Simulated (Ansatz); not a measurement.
What strain does to NaI (Fm-3m)

A 2-atom cell of NaI started from a crystallographic database, relaxed with r2SCAN in Ansatz. Space group Fm-3m (No. 225), cubic; conventional cell a = 6.459 Å, 33.69 Å³ an atom. Around Na lie 6 I at 3.23 Å; around I lie 6 Na at 3.23 Å.

The axes x, y and z are those of this cell:
```
Na I
1.0
     0.00000    3.22963    3.22963
     3.22963    0.00000    3.22963
     3.22963    3.22963    0.00000
Na I
1 1
Cartesian
  0.0000 0.0000 0.0000
  3.2296 3.2296 3.2296
```

Unstrained: The PBE gap is direct at Γ: 3.661 eV. With r2SCAN the gap is 4.449 eV and direct, at Γ. With HSE06 the gap is 4.692 eV and direct, at Γ. Meshes: PBE 8×8×8, r2SCAN 8×8×8, HSE06 6×6×6. Strains are changes of length per length. After each strain the atoms were relaxed again with r2SCAN within the symmetry that the strain leaves, so tilts or polar shifts that break it weren't tested; points keep the names that they have in the unstrained zone. The values are computed, spin-unpolarised, and not measurements.

Changes of the least gap in eV (an overlap counts as a negative gap):
```
                            strain  volume change (%)  space group     PBE  r2SCAN   HSE06  G0W0@PBE (mesh)  energy rise, r2SCAN (meV/atom)
 isotropic +5.45 % on every length              +17.3        Fm-3m  -0.375  -0.430  -0.409            -0.34                            39.2
          uniaxial +5.19 % along x               +5.2       I4/mmm  -0.157  -0.177  -0.169            -0.15                             7.9
 isotropic +1.69 % on every length               +5.2        Fm-3m  -0.129  -0.149  -0.141            -0.12                             4.2
biaxial -2.05 % in x and y, z held               -4.1       I4/mmm  +0.102  +0.119  +0.110            +0.09                             4.3
```
Unstrained, G0W0@PBE with 281 empty bands, a screening cutoff of 150 eV and a 4×4×4 mesh gives 5.65 eV on its mesh; the band count follows the volume. No extrapolation in bands, cutoff or mesh was made for G0W0.

Isotropic +5.45 % on every length. HSE06: the gap goes from 4.692 to 4.283 eV (-0.409 eV). Stress change with r2SCAN, compression positive: xx -1.88, yy -1.88, zz -1.88 GPa. For HSE06, dE_g/d ln V = -2.6 eV over this step.

Uniaxial +5.19 % along x, other directions held. HSE06: the gap goes from 4.692 to 4.523 eV (-0.169 eV); with r2SCAN the top three valence levels at Γ, degenerate before, become 1+2 from the top over 49 meV. Stress change with r2SCAN, compression positive: xx -1.32, yy -0.36, zz -0.36 GPa.

Isotropic +1.69 % on every length. HSE06: the gap goes from 4.692 to 4.551 eV (-0.141 eV). Stress change with r2SCAN, compression positive: xx -0.77, yy -0.77, zz -0.77 GPa. For HSE06, dE_g/d ln V = -2.8 eV over this step.

Biaxial -2.05 % in x and y, z held. HSE06: the gap goes from 4.692 to 4.802 eV (+0.110 eV); with r2SCAN the top three valence levels at Γ, degenerate before, become 1+2 from the top over 21 meV. Stress change with r2SCAN, compression positive: xx +1.04, yy +1.04, zz +0.34 GPa.

No spin-orbit coupling is included; it can move band edges with weight on the heavy atoms by tenths of an eV.

The meshes of the hybrids are coarse, so their gaps aren't converged to the digits shown.

The splittings at Γ are without spin-orbit coupling, which regroups them where it is of like size or larger.
